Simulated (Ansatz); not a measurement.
# Tc under changes of volume

One of the cells (14.248 Å³/atom); the others are scaled copies at fixed shape and fractional positions:

```
Tc
1.0
     2.73936    0.00000    0.00000
    -1.36968    2.37235    0.00000
     0.00000    0.00000    8.76968
Tc
4
Direct
  0.66667 0.33333 0.75000
  0.00000 0.00000 0.50000
  0.33333 0.66667 0.25000
  0.00000 0.00000 0.00000
```

```yaml
Program: Ansatz 0.2.0
Functional: PBEsol
Potentials_or_basis: Ansatz PAW earlier set
Cutoff: "500 eV (not typed: the program's choice for these potentials)"
k_mesh: 11 × 11 × 3
Occupations: fermi-dirac, width 0.05 eV
Spin: no spin polarisation
```

```csv
volume (Å³/atom),energy over the lowest point (meV/atom),pressure (GPa)
13.393,30.63,16.5
13.678,8.51,8.4
13.963,0.00,1.2
14.248,3.67,-5.3
14.533,?,?
14.818,42.56,-16.2
15.103,75.56,-20.8
```

Q: What does the run at 14.533 Å³/atom give?

A: Energy over the lowest point 18.24 meV/atom; pressure -11.0 GPa.

Worked out: A Birch-Murnaghan fit of order 3 (a polynomial in V^(-2/3)) to the other rows has its minimum at 14.01 Å³/atom with B0 = V·E''(V) = 330 GPa and B' = 4.5 at fixed shape and positions, which overstates the stiffness. It gives 18.25 meV/atom at 14.533 Å³/atom, against the run's 18.24, and -dE/dV = -11.0 GPa, against -11.0.

Energies are extrapolated to zero smearing.

Caveats: the PAW data sets come from PBE, with cores solved anew for the run's functional, which leaves a small shift of forces and pressure.
